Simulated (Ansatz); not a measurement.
Crystal: Ga.

```
Ga
1.0
     1.38300   -4.02650    0.00000
     1.38300    4.02650    0.00000
    -0.11745    0.00000    3.32993
Ga
2
Direct
  0.13100 0.86900 0.75000
  0.86900 0.13100 0.25000
```

This isn't the form of Ga at room conditions, which is orthorhombic.

```yaml
Program: Ansatz 0.2.0
Task: relaxation of cell and atoms
Functional: PBE0
Potentials_or_basis: Ansatz PAW
Cutoff: "420 eV (not typed: the program's choice for these potentials)"
k_mesh: 5 × 5 × 4
Occupations: fermi-dirac, width 0.05 eV
Spin: no spin polarisation
```

At the start: volume 18.54 Å³/atom.

Q: Where does the relaxation end?

A: It ends after 6 steps and the volume is 18.46 Å³/atom (-0.4 %); space group C2/c (No. 15, to 0.05 Å).

Step by step:
| step | energy change (eV) | largest force (eV/Å) | volume (Å³) |
| --- | --- | --- | --- |
| 1 | 0.0000 | 0.4034 | 37.09 |
| 2 | -0.0135 | 0.1079 | 36.75 |
| 3 | -0.0409 | 0.0187 | 37.02 |
| 4 | -0.0419 | 0.0033 | 36.92 |
| 5 | -0.0420 | 0.0019 | 36.92 |
| 6 | -0.0417 | 0.0019 | 36.92 |

Final structure:
```
Ga
1.0
     1.39224   -3.94399   -0.03430
     1.39224    3.94399   -0.03430
    -0.20081    0.00000    3.36701
Ga
2
Direct
  0.13658 0.86342 0.75000
  0.86342 0.13658 0.25000
```

Caveat: the k mesh is coarse (spacing up to 0.48 Å⁻¹), so the values aren't converged, least of all with exact exchange; the plane-wave basis is chosen anew once the cell has moved, so the energies of steps on either side of that aren't comparable; the PAW data sets come from PBE, with cores solved anew for the run's functional, which leaves a small shift of forces and pressure.
